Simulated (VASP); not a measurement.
Write the native input for VASP 6.6.1 that does the following.

- Task: density of states
- Functional: PBE
- Potentials or basis: VASP PAW PBE potentials, release 64 (In_d)
- Cutoff: 520 eV
- k mesh: 16 × 16 × 16
- Occupations: methfessel-paxton, width 0.1 eV
- Spin: no spin polarisation
- k mesh for the DOS: 24 × 24 × 24
- Occupations for the DOS: tetrahedron
- Further INCAR settings: ALGO = Fast; EDIFF = 1e-06; NBANDS = 12

The system is In.

```xyz
1
Lattice="-1.5944 1.5944 2.5114 1.5944 -1.5944 2.5114 1.5944 1.5944 -2.5114" Properties=species:S:1:pos:R:3 pbc="T T T"
In    0.0000    0.0000    0.0000
```

These files were run (other wordings do the same):

POSCAR

```
In                                      
1.0
   -1.5943647362      1.5943647362      2.5113719372
    1.5943647362     -1.5943647362      2.5113719372
    1.5943647362      1.5943647362     -2.5113719372
  In            
     1
Direct
     0.0000000000000000    0.0000000000000000    0.0000000000000000
```

INCAR.step1

```
SYSTEM = In
  PREC = Accurate
  ENCUT = 520
  EDIFF = 1E-6
  ISMEAR = 1
  SIGMA = 0.1
  LREAL = .FALSE.
  LASPH = .TRUE.
  NELM = 80
  ALGO = Fast
  ISIF = 2
  LWAVE = .FALSE.
  LCHARG = .TRUE.
  GGA = PE
  NBANDS = 12
  KPAR = 4
```

KPOINTS.step1

```
regular mesh
0
G
  16 16 16
  0 0 0
```

INCAR.step2

```
SYSTEM = In
  PREC = Accurate
  ENCUT = 520
  EDIFF = 1E-6
  ISMEAR = -5
  SIGMA = 0.1
  LREAL = .FALSE.
  LASPH = .TRUE.
  NELM = 80
  ALGO = Fast
  ISIF = 2
  LWAVE = .FALSE.
  LCHARG = .FALSE.
  GGA = PE
  LORBIT = 10
  NBANDS = 12
  KPAR = 4
  NEDOS = 1001
  ICHARG = 11
```

KPOINTS.step2

```
regular mesh
0
G
  24 24 24
  0 0 0
```

Potentials or basis: VASP PAW PBE potentials, release 64 (In_d).

Run with:

```console
$ cat potpaw_PBE.64/In_d/POTCAR > POTCAR
$ cp INCAR.step1 INCAR
$ cp KPOINTS.step1 KPOINTS
$ mpirun -np 4 vasp_std > vasp.out
$ cp INCAR.step2 INCAR
$ cp KPOINTS.step2 KPOINTS
$ mpirun -np 4 vasp_std > vasp.out
```

Results of the run:

```yaml
Valence_electrons_inside_the_program's_atomic_spheres: In 11.36
```

Run time: 48 s on 4 MPI ranks on Intel(R) Xeon(R) 6975P-C (Granite Rapids), on a shared host, peak memory 0.42 GiB a rank.
